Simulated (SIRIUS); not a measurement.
# Al (P-1) in SIRIUS: further runs, part 2 of 2

SIRIUS 7.10.0. The steps go on from the part before.

## 3. Single point, PBE (atoms moved at random, drawn with an rms of 0.05 Å)

The input, sirius.json:

```json
{
  "control": {
    "processing_unit": "cpu",
    "verbosity": 2,
    "num_bands_to_print": 9,
    "print_forces": true,
    "print_stress": true
  },
  "parameters": {
    "electronic_structure_method": "pseudopotential",
    "xc_functionals": ["XC_GGA_X_PBE", "XC_GGA_C_PBE"],
    "gk_cutoff": 6.4,
    "pw_cutoff": 12.8,
    "ngridk": [9, 9, 7],
    "shiftk": [0, 0, 0],
    "smearing": "fermi_dirac",
    "smearing_width": 0.0018374661,
    "num_bands": 9,
    "num_mag_dims": 0,
    "num_dft_iter": 100,
    "energy_tol": 1e-08,
    "density_tol": 1e-06
  },
  "iterative_solver": {
    "type": "davidson",
    "min_tolerance": 1e-09,
    "tolerance_scale": [0.1, 0.25]
  },
  "mixer": {
    "type": "anderson",
    "beta": 0.7,
    "max_history": 8
  },
  "settings": {
    "tol_ne": 1e-10,
    "pseudo_grid_cutoff": 6.5
  },
  "unit_cell": {
    "lattice_vectors": [
      [0.0, -0.707106781187, -0.707106781187],
      [0.0, 0.707106781187, -0.707106781187],
      [1.414213562373, 0.0, 0.0]
    ],
    "lattice_vectors_scale": 5.4090386113,
    "atom_coordinate_units": "lattice",
    "atom_types": ["Al"],
    "atom_files": {
      "Al": "Al.json"
    },
    "atoms": {
      "Al": [
        [0.65015, 0.358163, 0.464668],
        [0.858046, 0.136768, 0.020917]
      ]
    }
  }
}
```

Potentials or basis: PseudoDojo 0.4.1 PBE standard (scalar relativistic).

On the command line:

```
$ upf_to_json Al.upf
$ OMP_NUM_THREADS=1 sirius.scf --input=sirius.json --output=out.json --task=0
```

Standard output:

```text
[info] SIRIUS version : 7.10.0
[info] number of MPI ranks           : 1
[info] MPI grid                      : 1 1
[info] maximum number of OMP threads : 1
[fft] FFT context for density and potential
[fft] =====================================
[fft]   comm size                             : 1
[fft]   plane wave cutoff                     : 12.8
[fft]   grid size                             : 25 25 36   total : 22500
[fft]   grid limits                           : -12 12   -12 12   -17 18
[fft]   number of G-vectors within the cutoff : 3912
[fft]   local number of G-vectors             : 3912
[fft]   number of G-shells                    : 637
[fft] FFT context for coarse grid
[fft] =====================================
[fft]   comm size                             : 1
[fft]   plane wave cutoff                     : 12.8
[fft]   grid size                             : 25 25 36   total : 22500
[fft]   grid limits                           : -12 12   -12 12   -17 18
[fft]   number of G-vectors within the cutoff : 3912
[fft]   local number of G-vectors             : 3912
[fft]   number of G-shells                    : 637
[unit cell] lattice vectors
[unit cell]   a1 :       0.0000000000     -3.8247678818     -3.8247678818
[unit cell]   a2 :       0.0000000000      3.8247678818     -3.8247678818
[unit cell]   a3 :       7.6495357635      0.0000000000      0.0000000000
[unit cell] reciprocal lattice vectors
[unit cell]   b1 :       0.0000000000     -0.8213812578     -0.8213812578
[unit cell]   b2 :       0.0000000000      0.8213812578     -0.8213812578
[unit cell]   b3 :       0.8213812578      0.0000000000      0.0000000000
[unit cell] unit cell volume :       223.80781255 [a.u.^3]
[unit cell] 1/sqrt(omega)    :         0.06684399
[unit cell] MT volume        :         0.00000000 ( 0.00%)
[unit cell] IT volume        :       223.80781255 (100.00%)
[unit cell] number of atom types : 1
[unit cell] type id : 0 symbol : Al mt_radius :  18.750000 num_atoms : 2
[unit cell] total number of atoms : 2
[unit cell] number of symmetry classes : 1
[unit cell] number of PAW atoms : 0
[unit cell] atom id  type id  class id             position                      vector_field
[unit cell] ------------------------------------------------------------------------------------------
[unit cell]      0        0        0      0.65015   0.35816   0.46467      0.00000   0.00000   0.00000
[unit cell]      1        0        0      0.85805   0.13677   0.02092      0.00000   0.00000   0.00000
[... 313 lines left out ...]
[find] <rho|V^{XC}>                   :      -2.21580358
[find] <rho|E^{XC}>                   :      -2.20996026
[find] <mag|B^{XC}>                   :       0.00000000
[find] <rho|V^{H}>                    :       0.16237892
[find] one-electron contribution      :       2.75385520 (Ha),       5.50771039 (Ry)
[find] hartree contribution           :       0.08118946
[find] xc contribution                :      -2.20996026
[find] ewald contribution             :      -5.17041028
[find] PAW contribution               :       0.00000000
[find] smearing (-TS)                 :      -0.00031704
[find] SCF correction                 :       0.00000016
[find] Total energy                   :      -4.54532572 (Ha),      -9.09065143 (Ry)
[find] Free energy (E-TS)             :      -4.54564276 (Ha),      -9.09128551 (Ry)
[find] band gap (eV)                  :       0.00000000
[find] Efermi                         :       0.27703221
[ground_state] === stress tensor components [kbar] ===
[ground_state] === stress_kin ===
[ground_state] -1635.043712  -33.102467    0.649529
[ground_state]   -33.102467-1612.673614   -0.507514
[ground_state]     0.649529   -0.507514-1552.210138
[ground_state] === stress_har ===
[ground_state]   -30.958564    2.997177   -0.036866
[ground_state]     2.997177  -35.753980    1.778386
[ground_state]    -0.036866    1.778386  -40.016350
[ground_state] === stress_ewald ===
[ground_state]  1451.561439 -268.894469    5.738204
[ground_state]  -268.894469 2575.747812   25.489694
[ground_state]     5.738204   25.489694 2769.535799
[ground_state] === stress_vloc ===
[ground_state]   483.493273  107.397171   -1.066397
[ground_state]   107.397171 -363.393813  -25.003495
[ground_state]    -1.066397  -25.003495 -431.489869
[ground_state] === stress_xc ===
[ground_state]     9.523241   -0.176943    0.000091
[ground_state]    -0.176943   12.647373    0.076471
[ground_state]     0.000091    0.076471   12.636070
[ground_state] === stress_core ===
[ground_state]   815.980567    5.705793   -0.086945
[ground_state]     5.705793  786.652998   -0.421593
[ground_state]    -0.086945   -0.421593  781.816438
[ground_state] === stress_nonloc ===
[ground_state] -1824.174838  -65.826962    1.149130
[ground_state]   -65.826962-1545.818226    3.479236
[ground_state]     1.149130    3.479236-1494.072238
[ground_state] === stress_us_nl ===
[ground_state] -1824.174838  -65.826962    1.149130
[ground_state]   -65.826962-1545.818226    3.479236
[ground_state]     1.149130    3.479236-1494.072238
[ground_state] === stress_total ===
[ground_state]  -729.618593 -251.900699    6.346746
[ground_state]  -251.900699 -182.591450    4.891184
[ground_state]     6.346746    4.891184   46.199713
[ground_state] ==== total Forces in Ha/bohr =====
[ground_state] atom:    0, force:       0.1170712      0.0838143     -0.0021061
[ground_state] atom:    1, force:      -0.1170712     -0.0838143      0.0021061
[ground_state] ==== ultrasoft contribution from Qij =====
[ground_state] atom:    0, force:       0.0000000      0.0000000      0.0000000
[ground_state] atom:    1, force:       0.0000000      0.0000000      0.0000000
[ground_state] ==== non-local contribution from Beta-projector =====
[ground_state] atom:    0, force:       0.1177346      0.1163643     -0.0021769
[ground_state] atom:    1, force:      -0.1177346     -0.1163643      0.0021769
[ground_state] ==== contribution from local potential =====
[ground_state] atom:    0, force:      -0.2289140     -0.1733631      0.0026581
[ground_state] atom:    1, force:       0.2289140      0.1733631     -0.0026581
[ground_state] ==== contribution from core density =====
[ground_state] atom:    0, force:      -0.0084551     -0.0086886      0.0001570
[ground_state] atom:    1, force:       0.0084551      0.0086886     -0.0001570
[ground_state] ==== Ewald forces from ions =====
[ground_state] atom:    0, force:       0.2367058      0.1495017     -0.0027442
[ground_state] atom:    1, force:      -0.2367058     -0.1495017      0.0027442
[~DFT_ground_state] local op. applied: 78985
[~DFT_ground_state] evp. work count: 40761.4
[~DFT_ground_state] number of iterative solver steps: 13027
```

Wall time 51 s (1 thread of Arm Neoverse V1, shared host); peak memory 0.52 GiB.

What came out:

```yaml
Free_energy: -123.6932 eV
Pressure: 28.9 GPa
Largest_force: 7.405 eV/Å
Band_gap_on_the_k_mesh: none (metal or under the smearing width)
```

Forces in eV/Å, atoms in the order of the input:
```
Al   6.020  4.310 -0.108
Al  -6.020 -4.310  0.108
```

Stress tensor (GPa, compression positive):
```
72.96 25.19 -0.63
25.19 18.26 -0.49
-0.63 -0.49 -4.62
```
